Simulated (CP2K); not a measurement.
Runs of CP2K 2026.2 on HfC. Symmetry: Fm-3m, No. 225, cubic system. The conventional cell has a = 4.650 Å, b = 4.650 Å, c = 4.650 Å, α = 90.00°, β = 90.00°, γ = 90.00°. Around Hf (site symmetry m-3m) lie 6 C at 2.32 Å. C (site symmetry m-3m) is surrounded by 6 Hf at 2.32 Å. 

```tsv
level	cutoff of the non-local correlation (Ry)	gap on the mesh (eV)	pressure (GPa)
vdW-DF2	300	none	(a)
optB88-vdW	300	none	-1.0
LDA	-	none	-9.1
r2SCAN	-	none	-0.9
rev-vdW-DF2	300	none	(b)
PBEsol	-	none	-6.5
```

Alike in all rows: task band structure; potentials or basis POTENTIAL_UZH Hf GTH-PBE-q12, C GTH-PBE-q4; TZVP-MOLOPT-PBE-GTH basis; no spin polarisation; cell as given; k mesh 10 × 10 × 10; smearing fermi-dirac 0.05 eV.

Problem. Estimate the missing entries.

Solution. (a) 9.3; (b) -3.1.

Caveats: the potentials were made for another functional, which shifts forces and pressure; spin-orbit coupling is left out, which moves the levels of the heavy elements; the basis of atomic orbitals isn't converged, which shifts pressures, moduli and gaps.

A k mesh can miss the band edges, and the runs leave out spin-orbit coupling on Hf.

A gap of «none» marks a metal or a gap under the smearing width.

Runs at the PBE level aren't shown here.
